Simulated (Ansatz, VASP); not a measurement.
# K: VASP beside Ansatz

```xyz
1
Lattice="10.8579 0.0000 0.0000 0.0000 10.8579 0.0000 0.0000 0.0000 3.7268" Properties=species:S:1:pos:R:3 pbc="T T T"
K     0.0000    0.0000    0.0000
```

Alike in both runs: task single point; functional LDA; k mesh 6 × 6 × 12; occupations gaussian, width 0.15 eV; no spin polarisation.

```csv
,VASP,Ansatz
version,VASP 6.6.1,Ansatz 0.2.0
potentials or method,"VASP PAW LDA potentials, release 64 (K_sv)","scalar-relativistic, plane waves, PAW"
plane-wave cutoff (eV),520,420
valence electrons in the cell,9,9
```

```tsv
	VASP	Ansatz	Ansatz less VASP
gap on the k mesh at the Fermi level (eV)	none	none	-
pressure (GPa)	0.1	0.1	0.00
largest component of the traceless stress (GPa)	0.15	0.15	0.000
```

A gap of «none» marks a metal or a gap that the smearing closes.
